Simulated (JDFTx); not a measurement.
# Pt (P-1) in JDFTx: tuning threads

Aim: find the choice of threads that runs Pt fastest, at PBE. This setting moves, with any that are tied to it; all else stays.

Program: JDFTx 1.7.0 (patched build). These are calculated values, not measurements. Logs are shortened: lines on timing, memory, paths and dates and some standing lists are left out, and cuts for length are marked. The log counts tension as positive stress, the text compression.

**1. The cell of the first run**

The typed cell holds 1 atom: a = 2.744 Å, b = 2.757 Å, c = 2.794 Å, α = 59.60°, β = 61.18°, γ = 60.47°.

The cell isn't the ideal one: cell strained at random at fixed volume.

**2. With threads 1**

The input, Pt.in:

```
lattice \
   -0.0251390266     3.7247220012     3.7811246569 \
    3.6580430149     0.0057353188     3.6835713251 \
    3.6746291411     3.6437566854    -0.0506654471
coords-type Lattice
ion Pt    -0.0132620000     0.0199540000     0.0069400000 1

ion-species pseudo/Pt.upf
elec-cutoff 42
elec-ex-corr gga-PBE
kpoint-folding 8 8 8
elec-smearing Fermi 0.0018374661
elec-n-bands 15
electronic-SCF nIterations 100 energyDiffThreshold 1e-09
electronic-minimize nIterations 30 energyDiffThreshold 1e-7
forces-output-coords Cartesian

dump-name run.$VAR
dump End Ecomponents EigStats BandEigs Kpoints Forces Stress
```

Potentials or basis: PseudoDojo-SR-PBE-0.5-standard with smoothed tails.

Command:

```bash
jdftx -c 1 -i Pt.in -o Pt.out
```

The log of the run:

```text
*************** JDFTx 1.7.0 (patched build) ***************

Input parsed successfully to the following command list (including defaults):
[... the input with its defaults ...]

---------- Setting up symmetries ----------

Non-trivial transmission matrix:
[   1   0   0  ]
[   0   1  -1  ]
[   0   0   1  ]
with reduced lattice vectors:
[     -0.025139      3.724722      0.056403  ]
[      3.658043      0.005735      3.677836  ]
[      3.674629      3.643757     -3.694422  ]

Found 2 point-group symmetries of the bravais lattice
Found 2 space-group symmetries with basis
Applied RMS atom displacement 0 bohrs to make symmetries exact.

---------- Initializing the Grid ----------
R =
[    -0.025139      3.72472      3.78112  ]
[      3.65804   0.00573532      3.68357  ]
[      3.67463      3.64376   -0.0506654  ]
unit cell volume = 101.764
G =
[  -0.828734   0.862315   0.845791  ]
[    0.84718  -0.857792   0.859715  ]
[   0.821671   0.850729  -0.841268  ]
Minimum fftbox size, Smin = [  32  32  32  ]
Chosen fftbox size, S = [  32  32  32  ]

---------- Exchange Correlation functional ----------
Initalized PBE GGA exchange.
Initalized PBE GGA correlation.

---------- Setting up pseudopotentials ----------
Width of ionic core gaussian charges (only for fluid interactions / plotting) set to 0

Reading pseudopotential file 'pseudo/Pt.upf':
  'Pt' pseudopotential, 'PBE' functional
  Generated using ONCVPSP code by D. R. Hamann
  18 valence electrons, 4 orbitals, 8 projectors, 1001 radial grid points, with lMax = 3
    5S    l: 0   occupation:  2.0   eigenvalue: -3.741794
    5P    l: 1   occupation:  6.0   eigenvalue: -2.058655
    5D    l: 2   occupation:  9.0   eigenvalue: -0.225689
    6S    l: 0   occupation:  1.0   eigenvalue: -0.207978
  Core radius for overlap checks: 1.88 bohrs.

Initialized 1 species with 1 total atoms.

Folded 1 k-points by 8x8x8 to 512 k-points.

---------- Setting up k-points, bands, fillings ----------
Reduced to 260 k-points under symmetry.
Computing the number of bands and number of electrons
Calculating initial fillings.
nElectrons:  18.000000   nBands: 15   nStates: 260

----- Setting up reduced wavefunction bases (one per k-point) -----
average nbasis = 1323.002 , ideal nbasis = 1323.003

---------- Setting up ewald sum ----------
Optimum gaussian width for ewald sums = 1.888087 bohr.
Real space sum over 2197 unit cells with max indices [  6  6  6  ]
Reciprocal space sum over 2197 terms with max indices [  6  6  6  ]

---------- Allocating electronic variables ----------
Initializing wave functions:  linear combination of atomic orbitals
Note: number of bands (15) exceeds available atomic orbitals (10)
Pt pseudo-atom occupations:   s ( 2 0 )  p ( 6 )  d ( 10 )
	FillingsUpdate:  mu: +0.773913115  nElectrons: 18.000000
LCAOMinimize: Iter:   0  F: -121.0691218019395592  |grad|_K:  2.315e-03  alpha:  1.000e+00
	FillingsUpdate:  mu: +0.859109464  nElectrons: 18.000000
LCAOMinimize: Iter:   1  F: -121.1547403910606420  |grad|_K:  8.324e-05  alpha:  5.278e-01  linmin: -3.242e-01  cgtest:  9.641e-01
LCAOMinimize: Encountered beta<0, resetting CG.
[... 4 lines of inner loops ...]
LCAOMinimize: Encountered beta<0, resetting CG.
	FillingsUpdate:  mu: +0.862299282  nElectrons: 18.000000
LCAOMinimize: Iter:   4  F: -121.1548534177006644  |grad|_K:  1.865e-07  alpha:  5.492e-01  linmin:  3.115e-04  cgtest: -2.694e-03
LCAOMinimize: Converged (|Delta F|<1.000000e-06 for 2 iters).

-------- Electronic minimization -----------
Will mix electronic density at each iteration.
	FillingsUpdate:  mu: +0.862299282  nElectrons: 18.000000
	FillingsUpdate:  mu: +0.860969461  nElectrons: 18.000000
SCF: Cycle:  0   F: -121.170611101557427   dF: -1.576e-02   |Residual|: 2.035e-02   |deigs|: 1.117e+00
	FillingsUpdate:  mu: +0.863310840  nElectrons: 18.000000
SCF: Cycle:  1   F: -121.170825239941252   dF: -2.141e-04   |Residual|: 8.911e-03   |deigs|: 7.308e-03
	FillingsUpdate:  mu: +0.863669545  nElectrons: 18.000000
SCF: Cycle:  2   F: -121.170833722331636   dF: -8.482e-06   |Residual|: 2.467e-03   |deigs|: 8.459e-04
	FillingsUpdate:  mu: +0.863297484  nElectrons: 18.000000
SCF: Cycle:  3   F: -121.170835126285937   dF: -1.404e-06   |Residual|: 4.936e-04   |deigs|: 4.176e-04
	FillingsUpdate:  mu: +0.863403342  nElectrons: 18.000000
SCF: Cycle:  4   F: -121.170835265347719   dF: -1.391e-07   |Residual|: 2.634e-04   |deigs|: 1.777e-04
	FillingsUpdate:  mu: +0.863368204  nElectrons: 18.000000
SCF: Cycle:  5   F: -121.170835322764120   dF: -5.742e-08   |Residual|: 3.697e-05   |deigs|: 1.334e-04
	FillingsUpdate:  mu: +0.863367222  nElectrons: 18.000000
SCF: Cycle:  6   F: -121.170835329219372   dF: -6.455e-09   |Residual|: 1.079e-05   |deigs|: 9.043e-05
	FillingsUpdate:  mu: +0.863367335  nElectrons: 18.000000
SCF: Cycle:  7   F: -121.170835331212700   dF: -1.993e-09   |Residual|: 9.826e-06   |deigs|: 3.237e-04
	FillingsUpdate:  mu: +0.863367576  nElectrons: 18.000000
SCF: Cycle:  8   F: -121.170835331764920   dF: -5.522e-10   |Residual|: 6.674e-06   |deigs|: 2.192e-04
	FillingsUpdate:  mu: +0.863366712  nElectrons: 18.000000
SCF: Cycle:  9   F: -121.170835331898516   dF: -1.336e-10   |Residual|: 2.018e-06   |deigs|: 1.698e-04
SCF: Converged (|Delta E|<1.000000e-09 for 2 iters).

Setting wave functions to eigenvectors of Hamiltonian

# Stress tensor in Cartesian coordinates [Eh/a0^3]:
[ -0.000222086  3.17441e-05 -7.20821e-05  ]
[  3.17441e-05 -0.000354272 -2.90816e-05  ]
[ -7.20821e-05 -2.90816e-05 -0.000351017  ]

# Ionic positions in lattice coordinates:
ion Pt  -0.013262000000000   0.019954000000000   0.006940000000000 1

# Forces in Cartesian coordinates:
force Pt   0.000000000000000   0.000000000000000   0.000000000000000 1

# Energy components:
   Eewald =     -100.2137409911652668
       EH =       19.0083209940525748
     Eloc =      -70.9059899284337405
      Enl =        7.9965831372598783
      Exc =      -23.7868780477566588
 Exc_core =        9.4207027623785287
       KE =       37.3107107026273255
-------------------------------------
     Etot =     -121.1702913710373650
       TS =        0.0005439608611546
-------------------------------------
        F =     -121.1708353318985161

IonicMinimize: Iter:   0  F: -121.170835331898516  |grad|_K:  0.000e+00
IonicMinimize: Converged (|grad|_K<1.000000e-04).

#--- Lowdin population analysis ---
# oxidation-state Pt +0.151

Dumping 'run.eigStats' ...
	eMin: -2.760691 at state 0 ( [ +0.000000 +0.000000 +0.000000 ] spin 0 )
	HOMO: +0.863367 at state 9 ( [ +0.000000 +0.125000 +0.500000 ] spin 0 )
	mu  : +0.863367
	LUMO: +0.863423 at state 20 ( [ +0.000000 +0.250000 -0.125000 ] spin 0 )
	eMax: +1.900835 at state 4 ( [ +0.000000 +0.000000 +0.500000 ] spin 0 )
	HOMO-LUMO gap: +0.000057
	Optical gap  : +0.007579 at state 4 ( [ +0.000000 +0.000000 +0.500000 ] spin 0 )
Done!
```

It took 3.4 min on 1 thread of Arm Neoverse N1, host not shared; peak memory 0.29 GiB.

Results:

```
Free energy            : -3297.2264 eV
Pressure               : 9.1 GPa
Band gap on the k mesh : none (metal or under the smearing width)
```

**3. With threads 2**

Pt.in is that of step 2.

Potentials or basis: PseudoDojo-SR-PBE-0.5-standard with smoothed tails.

Command:

```bash
jdftx -c 2 -i Pt.in -o Pt.out
```

Run time: 2.5 min. Hardware: 2 threads of Arm Neoverse N1, host not shared; peak memory 0.28 GiB.

The run converged. Its results:

```
Free energy            : -3297.2264 eV
Pressure               : 9.1 GPa
Band gap on the k mesh : none (metal or under the smearing width)
```

**4. With threads 4**

Pt.in is that of step 3.

Command:

```bash
jdftx -c 4 -i Pt.in -o Pt.out
```

Wall time 2.2 min (4 threads of Arm Neoverse N1, host not shared); peak memory 0.28 GiB.

The run converged. Its results:

| Property | Result |
| --- | --- |
| Free energy | -3297.2264 eV |
| Pressure | 9.1 GPa |
| Band gap on the k mesh | none (metal or under the smearing width) |

**5. With threads 8**

Pt.in is that of step 4.

Command:

```bash
jdftx -c 8 -i Pt.in -o Pt.out
```

It took 4.6 min on 8 threads of Arm Neoverse N1, host not shared; peak memory 0.29 GiB.

It converged, with:

| Quantity | Value |
| --- | --- |
| Free energy | -3297.2264 eV |
| Pressure | 9.1 GPa |
| Band gap on the k mesh | none (metal or under the smearing width) |

**6. With threads 16**

Pt.in is that of step 5.

Potentials or basis: PseudoDojo-SR-PBE-0.5-standard with smoothed tails.

Command:

```bash
jdftx -c 16 -i Pt.in -o Pt.out
```

It took 11 min on 16 threads of Arm Neoverse N1, host not shared; peak memory 0.3 GiB.

It converged, with:

```
Free energy            : -3297.2264 eV
Pressure               : 9.1 GPa
Band gap on the k mesh : none (metal or under the smearing width)
```

**7. With threads 32**

Pt.in is that of step 6.

Command:

```bash
jdftx -c 32 -i Pt.in -o Pt.out
```

Run time: 24 min. Hardware: 32 threads of Arm Neoverse N1, host not shared; peak memory 0.29 GiB.

The run converged. Its results:

```
Free energy            : -3297.2264 eV
Pressure               : 9.1 GPa
Band gap on the k mesh : none (metal or under the smearing width)
```

**8. Result**

| threads | energy less the last converged row (meV/atom) | SCF cycles | wall time (s) | peak memory (GiB) |
| --- | --- | --- | --- | --- |
| 1 | 0.00 | 10 | 200 | 0.29 |
| 2 | 0.00 | 10 | 150 | 0.28 |
| 4 | 0.00 | 10 | 130 | 0.28 |
| 8 | 0.00 | 10 | 270 | 0.29 |
| 16 | 0.00 | 10 | 650 | 0.3 |
| 32 | 0.00 | 10 | 1400 | 0.29 |

Fastest here: 4 (130 s), level within noise with 2; slowest of those that converged: 32 (1400 s). These are single runs, one after another on one machine, so differences under about a fifth mean little.
